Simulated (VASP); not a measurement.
**VASP inputs for SnSe₂ (strained 1T (CdI2) bulk)**

INCAR

```
PREC = Accurate
SIGMA = 0.02
EDIFF = 1E-7
ISMEAR = -1
LWAVE = .FALSE.
ISIF = 2
LREAL = .FALSE.
LASPH = .TRUE.
NSW = 0
NBANDS = 20
GGA = PE
NELM = 120
ENCUT = 520
IBRION = -1
LCHARG = .FALSE.
```

KPOINTS

```
KPOINTS created by Atomic Simulation Environment
0
Gamma
12 12 4
0 0 0
```

KPOINTS_OPT

```
special points
8
Reciprocal
0.0000000000 0.0000000000 0.0000000000 1
0.5000000000 0.0000000000 0.0000000000 1
0.3333333333 0.3333333333 0.0000000000 1
0.0000000000 0.0000000000 0.5000000000 1
0.5000000000 0.0000000000 0.5000000000 1
0.3333333333 0.3333333333 0.5000000000 1
-0.0651040000 0.1302080000 0.0000000000 1
0.0000000000 0.4453120000 0.3229170000 1
```

POSCAR

```
Sn Se
 1.0000000000000000
     3.9016523164364885    0.0000000000000000    0.0000000000000000
    -1.9508261582182442    3.3789300227684000    0.0000000000000000
     0.0000000000000000    0.0000000000000000    6.1090905549999999
 Sn  Se
   1   2
Cartesian
  0.0000000000000000  0.0000000000000000  0.0000000000000000
 -0.0000000000000000  2.2526200151789331  1.5515806568189603
  1.9508261582182438  1.1263100075894665  4.5575098981810385
```

VASP ran with the recommended PBE PAW datasets (26 valence electrons in the cell).

**Question.** What does this run give?

**Answer.** gap between bands v and c 0.47 eV; least direct gap 0.63 eV; pressure 1.3 GPa; largest force 0.25 eV/Å.

Band v is the last that the valence electrons fill when counted band by band, and c is the next. Levels in eV from the top of v:

| point | v−1 | v | c | c+1 |
| --- | --- | --- | --- | --- |
| Γ | -0.60 | -0.05 | 0.58 | 2.69 |
| M | -1.32 | -0.43 | 0.96 | 3.53 |
| K | -1.63 | -1.63 | 1.07 | 6.29 |
| A | -0.42 | -0.42 | 2.03 | 2.60 |
| L | -0.96 | -0.88 | 0.67 | 4.06 |
| H | -0.40 | -0.40 | 2.19 | 4.48 |
